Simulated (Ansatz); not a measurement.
## diamond against fcc along the 3d metals

Level of theory: DFT, LDA (PW92), plane waves (420 eV) with PAW, scalar-relativistic (Ansatz). The PAW files were generated under PBE, with cores re-solved for the functional.

Each structure is relaxed within its symmetry, in the lowest magnetic state of the tried starts. Differences under about 8 meV lie within the error of the k-point mesh.

```csv
element,E(diamond) − E(fcc) (meV/atom),V(diamond) (Å³/atom),V(fcc) (Å³/atom),state of diamond,state of fcc
Sc,1927,26.98,22.48,spin not included,spin not included
Ti,2237,19.26,16.06,spin not included,spin not included
V,2128,16.60,12.98,spin not included,spin not included
Mn,1437,14.18,10.08,antiferromagnetic,non-magnetic
Fe,1230,13.43,9.60,non-magnetic,non-magnetic
Co,1365,13.77,10.07,spin not included,ferromagnetic
Cu,1237,17.06,10.88,spin not included,spin not included
Zn,591,21.36,13.56,spin not included,spin not included
```
